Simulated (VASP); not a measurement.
# BN (Qingsongite) (F-43m) in VASP: notebook

The runs below take BN (Qingsongite) through single point, relaxation of cell and atoms, with PBE.

Program: VASP 6.6.1. These are calculated values, not measurements. Logs are shortened: lines on timing, memory, paths and dates and some standing lists are left out, and cuts for length are marked.

**The experiment to reproduce.**

A printed reference work, monograph reports, for a bulk crystal of BN at 300 K: band gap 6.4 eV (indirect).

The runs below are set against these values where they give the same quantity.

### Step 1. The crystal as given

It takes space group F-43m (No. 216, cubic). The conventional cell has a = 3.615 Å, b = 3.615 Å, c = 3.615 Å, α = 90.00°, β = 90.00°, γ = 90.00°. B (site symmetry -43m) has 4 N at 1.57 Å as nearest neighbours. N (site symmetry -43m) is surrounded by 4 B at 1.57 Å.

### Step 2. Single point, PBE

Contents of INCAR:

```
SYSTEM = BN
PREC = Accurate
ENCUT = 520
EDIFF = 1E-6
ISMEAR = 0
SIGMA = 0.03
LREAL = .False.
LASPH = .True.
NELM = 80
ALGO = Normal
ISIF = 2
LWAVE = .False.
LCHARG = .False.
GGA = PE
KPAR = 4
```

Contents of KPOINTS:

```
Automatic mesh
0
Gamma
  8 8 8
  0 0 0
```

Contents of POSCAR:

```
BN
1.0
    0.0000000000      1.8075000000      1.8075000000
    1.8075000000      0.0000000000      1.8075000000
    1.8075000000      1.8075000000      0.0000000000
B N
1 1
Direct
    0.0000000000      0.0000000000      0.0000000000
    0.2500000000      0.2500000000      0.2500000000
```

Potentials or basis: VASP PAW PBE potentials, release 64 (B, N).

Command:

```
> cat potpaw_PBE.64/B/POTCAR potpaw_PBE.64/N/POTCAR > POTCAR
> mpirun -np 4 vasp_std > vasp.out
```

OUTCAR:

```text
SYSTEM = BN
   PREC = Accurate
   ENCUT = 520
   EDIFF = 1E-6
   ISMEAR = 0
   LREAL = .False.
   LASPH = .True.
   NELM = 80
   ISIF = 2
   GGA = PE

 ion  position               nearest neighbor table
   1  0.000  0.000  0.000-   2 1.57   2 1.57   2 1.57   2 1.57
   2  0.250  0.250  0.250-   1 1.57   1 1.57   1 1.57   1 1.57

  LATTYP: Found a face centered cubic cell.
 ALAT       =     3.6150000000

  Lattice vectors:

 A1 = (   0.0000000000,   1.8075000000,   1.8075000000)
 A2 = (   1.8075000000,   0.0000000000,   1.8075000000)
 A3 = (   1.8075000000,   1.8075000000,   0.0000000000)

Analysis of symmetry for initial positions (statically):
=====================================================================
 Subroutine PRICEL returns:
 Original cell was already a primitive cell.

 Routine SETGRP: Setting up the symmetry group for a
 face centered cubic supercell.

 Subroutine GETGRP returns: Found 24 space group operations
 (whereof 24 operations were pure point group operations)
 out of a pool of 48 trial point group operations.

The static configuration has the point symmetry T_d .

Analysis of symmetry for dynamics (positions and initial velocities):
=====================================================================
 Subroutine PRICEL returns:
 Original cell was already a primitive cell.

 Routine SETGRP: Setting up the symmetry group for a
 face centered cubic supercell.

 Subroutine GETGRP returns: Found 24 space group operations
 (whereof 24 operations were pure point group operations)
 out of a pool of 48 trial point group operations.

The dynamic configuration has the point symmetry T_d .

 Subroutine INISYM returns: Found 24 space group operations
 (whereof 24 operations are pure point group operations),
 and found     1 'primitive' translations

----------------------------------------------------------------------------------------

                                     Primitive cell

  volume of cell :      11.8104

  direct lattice vectors                    reciprocal lattice vectors
     0.000000000  1.807500000  1.807500000    -0.276625173  0.276625173  0.276625173
     1.807500000  0.000000000  1.807500000     0.276625173 -0.276625173  0.276625173
     1.807500000  1.807500000  0.000000000     0.276625173  0.276625173 -0.276625173

  length of vectors
     2.556191014  2.556191014  2.556191014     0.479128854  0.479128854  0.479128854

  position of ions in fractional coordinates (direct lattice)
     0.000000000  0.000000000  0.000000000
     0.250000000  0.250000000  0.250000000

  ion indices of the primitive-cell ions
   primitive index   ion index
                 1           1
                 2           2

----------------------------------------------------------------------------------------

 KPOINTS: Automatic mesh

Automatic generation of k-mesh.
 Grid dimensions read from file:
 generate k-points for:    8    8    8

 Generating k-lattice:

  Cartesian coordinates                     Fractional coordinates (reciprocal lattice)
    -0.034578147  0.034578147  0.034578147     0.125000000  0.000000000  0.000000000
     0.034578147 -0.034578147  0.034578147     0.000000000  0.125000000  0.000000000
     0.034578147  0.034578147 -0.034578147     0.000000000  0.000000000  0.125000000

  Length of vectors
     0.059891107  0.059891107  0.059891107

  Shift w.r.t. Gamma in fractional coordinates (k-lattice)
     0.000000000  0.000000000  0.000000000

 Subroutine IBZKPT returns following result:
 ===========================================

 Found     29 irreducible k-points:

 Following reciprocal coordinates:
            Coordinates               Weight
  0.000000  0.000000  0.000000      1.000000
  0.125000  0.000000  0.000000      8.000000
  0.250000  0.000000  0.000000      8.000000
  0.375000  0.000000  0.000000      8.000000
  0.500000  0.000000  0.000000      4.000000
  0.125000  0.125000  0.000000      6.000000
[... 16 lines left out ...]
  0.500000  0.250000  0.125000     48.000000
 -0.375000  0.250000  0.125000     24.000000
 [... further k-points ...]
   k-points           NKPTS =     29   k-points in BZ     NKDIM =     29   number of bands    NBANDS=      8
   number of dos      NEDOS =    301   number of ions     NIONS =      2
   total plane-waves  NPLWV =   8000
   dimension x,y,z NGX =    20 NGY =   20 NGZ =   20
   dimension x,y,z NGXF=    40 NGYF=   40 NGZF=   40
   ions per type =               1   1
   NGX,Y,Z   is equivalent  to a cutoff of  13.01, 13.01, 13.01 a.u.
   NGXF,Y,Z  is equivalent  to a cutoff of  26.01, 26.01, 26.01 a.u.
 SYSTEM =  BN
   PREC   = accura    normal or accurate (medium, high low for compatibility)
   ISTART =      0    job   : 0-new  1-cont  2-samecut
   ICHARG =      2    charge: 1-file 2-atom 10-const
   ISPIN  =      1    spin polarized calculation?
   LNONCOLLINEAR =      F non collinear calculations
   LSORBIT =      F    spin-orbit coupling
   LASPH  =      T    aspherical Exc in radial PAW
   ENCUT  =  520.0 eV  38.22 Ry    6.18 a.u.   4.75  4.75  4.75*2*pi/ulx,y,z
   NELM   =     80;   NELMIN=  2; NELMDL= -5     # of ELM steps
   EDIFF  = 0.1E-05   stopping-criterion for ELM
   LREAL  =      F    real-space projection
   EDIFFG = 0.1E-04   stopping-criterion for IOM
   NSW    =      0    number of steps for IOM
   IBRION =     -1    ionic relax: 0-MD 1-quasi-New 2-CG
   NFREE  =      0    steps in history (QN), initial steepest desc. (CG)
   ISIF   =      2    stress and relaxation
   ISYM   =      2    0-nonsym 1-usesym 2-fastsym
   POTIM  = 0.5000    time-step for ionic-motion
   TEBEG  =    0.0;   TEEND  =   0.0 temperature during run
   PSTRESS=    0.0 pullay stress
   NELECT =       8.0000    total number of electrons
   NUPDOWN=      -1.0000    fix difference up-down
   EMIN   =  10.00;   EMAX   =-10.00  energy-range for DOS
   EFERMI =   0.00;   METHOD = LEGACY
   ISMEAR =     0;   SIGMA  =   0.03  broadening in eV -4-tet -1-fermi 0-gaus
   EFERMI_NEDOS =   21; number of points for ismear=-14 and -15
   IALGO  =     38    algorithm
   IMIX   =      4    mixing-type and parameters
     AMIX     =   0.40;   BMIX     =  1.00
     AMIX_MAG =   1.60;   BMIX_MAG =  1.00
  volume/ion in A,a.u.               =       5.91        39.85
  Fermi-wavevector in a.u.,A,eV,Ry     =   1.437749  2.716952 28.124920  2.067123
  Thomas-Fermi vector in A             =   2.556793
   LORBIT       =      0    0 simple, 1 ext, 2 COOP (PROOUT), +10 PAW based schemes
   GGA     = PE    functional components
   LHFCALC =     F    Hartree Fock is set to
   AEXX    =    0.0000 exact exchange contribution
   IVDW    =     0    specifies the selected vdW correction
   LEPSILON=     F    determine dielectric tensor
   LRPA    =     F    only Hartree local field effects (RPA)
 non-spin polarized calculation
 Gauss-broadening in eV      SIGMA  =   0.03
  energy-cutoff  :      520.00
  volume of cell :       11.81
 maximum number of plane-waves:       332
   NGX =  9   NGY =  9   NGZ =  9

 number of electron       7.9999999 magnetization

 Free energy of the ion-electron system (eV)
  ---------------------------------------------------
  ext. energy  EPLUGINS =         0.00000000
  ---------------------------------------------------
  free energy    TOTEN  =       -17.44954670 eV

  energy without entropy =      -17.44954670  energy(sigma->0) =      -17.44954670

 E-fermi :   7.5406     XC(G=0): -12.8220

 val. band max:        7.4031415480   @ k =   0.0000   0.0000   0.0000
 cond. band min:      11.8623377076   @ k =   0.5000   0.5000   0.0000
 fundamental gap:      4.4591961596
 Fermi energy:         7.5405924900

 k-point     1 :       0.0000    0.0000    0.0000
  band No.  band energies     occupation
      1     -12.8276      2.00000
      2       7.4031      2.00000
      3       7.4031      2.00000
      4       7.4031      2.00000
      5      16.2229      0.00000
      6      16.2229      0.00000
      7      16.2229      0.00000
      8      17.7525      0.00000

 k-point     2 :       0.1250    0.0000    0.0000
  band No.  band energies     occupation
      1     -12.4486      2.00000
      2       5.5273      2.00000
      3       7.0228      2.00000
      4       7.0229      2.00000
      5      16.5922      0.00000
      6      16.7937      0.00000
      7      16.7937      0.00000
      8      18.9348      0.00000

 k-point     3 :       0.2500    0.0000    0.0000
  band No.  band energies     occupation
      1     -11.3486      2.00000
      2       1.9251      2.00000
      3       6.2752      2.00000
      4       6.2752      2.00000
      5      17.0497      0.00000
      6      17.7425      0.00000
      7      17.7425      0.00000
      8      20.9740      0.00000

 k-point     4 :       0.3750    0.0000    0.0000
  band No.  band energies     occupation
      1      -9.7245      2.00000
      2      -1.5256      2.00000
      3       5.6794      2.00000
      4       5.6794      2.00000
      5      17.4130      0.00000
      6      18.1053      0.00000
      7      18.1053      0.00000
      8      22.2612      0.00000

 k-point     5 :       0.5000    0.0000    0.0000
  band No.  band energies     occupation
      1      -8.6105      2.00000
      2      -3.2870      2.00000
      3       5.4629      2.00000
      4       5.4629      2.00000
      5      17.5483      0.00000
      6      18.1089      0.00000
      7      18.1089      0.00000
      8      22.6602      0.00000
[... 177 lines left out ...]
 k-point    22 :       0.3750    0.2500    0.1250
  band No.  band energies     occupation
      1     -10.4115      2.00000
      2       1.7008      2.00000
      3       3.4644      2.00000
      4       5.3813      2.00000
      5      15.9723      0.00000
      6      19.2658      0.00000
      7      20.0100      0.00000
      8      20.7272      0.00000

 k-point    23 :       0.5000    0.2500    0.1250
  band No.  band energies     occupation
      1      -8.8947      2.00000
      2      -0.8196      2.00000
      3       2.6506      2.00000
      4       4.4550      2.00000
      5      16.7928      0.00000
      6      18.7728      0.00000
      7      21.1392      0.00000
      8      22.0446      0.00000

 k-point    24 :      -0.3750    0.2500    0.1250
  band No.  band energies     occupation
      1      -7.9079      2.00000
      2      -2.2921      2.00000
      3       2.5779      2.00000
      4       3.9529      2.00000
      5      16.9933      0.00000
      6      18.5811      0.00000
      7      21.7760      0.00000
      8      23.1770      0.00000

 [... further k-points ...]

------------------------ aborting loop because EDIFF is reached ----------------------------------------

  FORCE on cell =-STRESS in cart. coord.  units (eV):
  Direction    XX          YY          ZZ          XY          YZ          ZX
  --------------------------------------------------------------------------------------
  -------------------------------------------------------------------------------------
  Total        0.2433900      0.2433900      0.2433900     -0.0000000     -0.0000000     -0.0000000
  in kB       33.0178143     33.0178143     33.0178143     -0.0000000     -0.0000000     -0.0000000
  external PRESSURE =      33.0178143 kB  Pullay stress =       0.0000000 kB

 VOLUME and BASIS-vectors are now :
 -----------------------------------------------------------------------------
  energy-cutoff  :      520.00
  volume of cell :       11.81
      direct lattice vectors                 reciprocal lattice vectors
     0.000000000  1.807500000  1.807500000    -0.276625173  0.276625173  0.276625173
     1.807500000  0.000000000  1.807500000     0.276625173 -0.276625173  0.276625173
     1.807500000  1.807500000  0.000000000     0.276625173  0.276625173 -0.276625173

 POSITION                                       TOTAL-FORCE (eV/Angst)
 -----------------------------------------------------------------------------------
      0.00000      0.00000      0.00000         0.000000      0.000000      0.000000
      0.90375      0.90375      0.90375        -0.000000     -0.000000     -0.000000
 -----------------------------------------------------------------------------------
    total drift:                                0.000000      0.000000      0.000000

  FREE ENERGIE OF THE ION-ELECTRON SYSTEM (eV)
  ---------------------------------------------------
  free  energy   TOTEN  =       -17.4495467003 eV

  energy  without entropy=      -17.4495467003  energy(sigma->0) =      -17.44954670
```

It took 2.1 s on 4 MPI ranks of AMD EPYC 7R13 (Zen 3), shared host; peak memory 0.09 GiB.

Results:

| Item | Value |
| --- | --- |
| Free energy | -17.4495 eV |
| Pressure | 3.3 GPa |
| Band gap on the k mesh | 4.46 eV, indirect (least direct gap 8.82 eV) |

### Step 3. Relaxation of cell and atoms, PBE

Contents of INCAR:

```
PREC     = Accurate       # precision mode
ENCUT    = 600            # plane-wave cutoff, eV
EDIFF    = 1E-6           # SCF threshold, eV
ISMEAR   = 0              # smearing method
SIGMA    = 0.03           # smearing width, eV
LREAL    = F              # projectors in reciprocal space
LASPH    = T              # aspherical terms in the spheres
NELM     = 80             # most SCF steps
ALGO     = Normal         # electronic algorithm
ISIF     = 3              # what is computed and relaxed
LWAVE    = F              # write WAVECAR
LCHARG   = F              # write CHGCAR
GGA      = PE             # functional
IBRION   = 2              # ionic algorithm
NSW      = 90             # ionic steps
EDIFFG   = -0.01          # ionic threshold
```

Contents of KPOINTS:

```
Automatic mesh
0
Gamma
  14 14 14
```

POSCAR is that of step 2.

Potentials or basis: VASP PAW PBE potentials, release 64 (B, N).

Command:

```
> cat potpaw_PBE.64/B/POTCAR potpaw_PBE.64/N/POTCAR > POTCAR
> mpirun -np 1 vasp_std > vasp.out
```

It took 15 s on 1 thread of Intel Xeon Platinum 8488C (Sapphire Rapids), shared host; peak memory 0.13 GiB.

It converged, with:

| Item | Value |
| --- | --- |
| Free energy | -17.4543 eV |
| Relaxed volume | 5.95 Å³/atom |
| Relaxed cell | a = 2.563 Å, b = 2.563 Å, c = 2.563 Å, α = 60.00°, β = 60.00°, γ = 60.00° |
| Space group after relaxing (to 0.05 Å) | F-43m (No. 216) |
| Energy gained by relaxing | 0.4 meV/atom |
| Ionic steps | 3 |
| Pressure after relaxing | 0.0 GPa |
| Band gap on the k mesh | 4.45 eV, indirect (least direct gap 8.78 eV) |

The path:
```csv
step,energy change (eV),largest force (eV/Å),pressure (GPa),volume (Å³)
1,0.0000,0.0000,3.02,11.81
2,0.0000,0.0000,-2.99,12.00
3,-0.0009,0.0000,0.01,11.90
```

Final structure:
```
B N
1.0
     0.00000    1.81228    1.81228
     1.81228    0.00000    1.81228
     1.81228    1.81228    0.00000
B N
1 1
Direct
  0.00000 0.00000 0.00000
  0.25000 0.25000 0.25000
```

Levels at points of the mesh, in eV from the valence-band top:
```
           k point  band 1  band 2  band 3  band 4  band 5  band 6  band 7  band 8
(0.00, 0.00, 0.00)  -20.14    0.00    0.00    0.00    8.78    8.78    8.78   10.22
(0.50, 0.00, 0.00)  -15.96  -10.62   -1.93   -1.93   10.04   10.66   10.66   15.18
(0.50, 0.50, 0.00)  -14.61   -8.86   -4.86   -4.86    4.45    9.19   17.80   17.80
```

### Step 4. Comparison with measurements

Step 2. A measured gap of BN is 6.4 eV (indirect; 300 K; a printed reference work, monograph); the calculated 4.46 eV misses it by -1.94 eV. The value is that of PBE on a finite k mesh, which can miss the band edges, without temperature or zero-point motion. Semilocal functionals fall short of measured gaps as a rule.
